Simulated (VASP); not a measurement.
A run of VASP 6.6.1 is set up as follows.

Contents of INCAR:

```
PREC = Accurate
ENCUT = 520
EDIFF = 1E-7
ISMEAR = 0
SIGMA = 0.02
LREAL = False
LASPH = True
NELM = 100
ALGO = Fast
ISIF = 3
LWAVE = False
LCHARG = False
GGA = PE
IVDW = 12
IBRION = 2
NSW = 80
EDIFFG = -0.002
PSTRESS = 940.0
```

File KPOINTS:

```
regular mesh
0
Gamma
  15 15 15
```

POSCAR

```
Se                                      
1.0
    1.9952790609      1.1519749084      0.9153207453
   -1.9952790609      1.1519749084      0.9153207453
   -0.0000000000     -2.3039498168      0.9153207453
  Se            
     1
Direct
     0.0000000000000000    0.0000000000000000    0.0000000000000000
```

Potentials or basis: VASP PAW PBE potentials, release 64 (Se).

Launch:

```sh
$ cat potpaw_PBE.64/Se/POTCAR > POTCAR
$ mpirun -np 1 vasp_std > vasp.out
```

(1) Predict the band gap on the k mesh.

(2) What does it give for the dispersion energy per atom?

Answers

(1) none (metal or under the smearing width).

(2) -0.695 eV.

Caveat: the relaxation stopped at its first step, so nothing moved; the cell is relaxed towards a set pressure, so the enthalpy falls and the energy may rise.
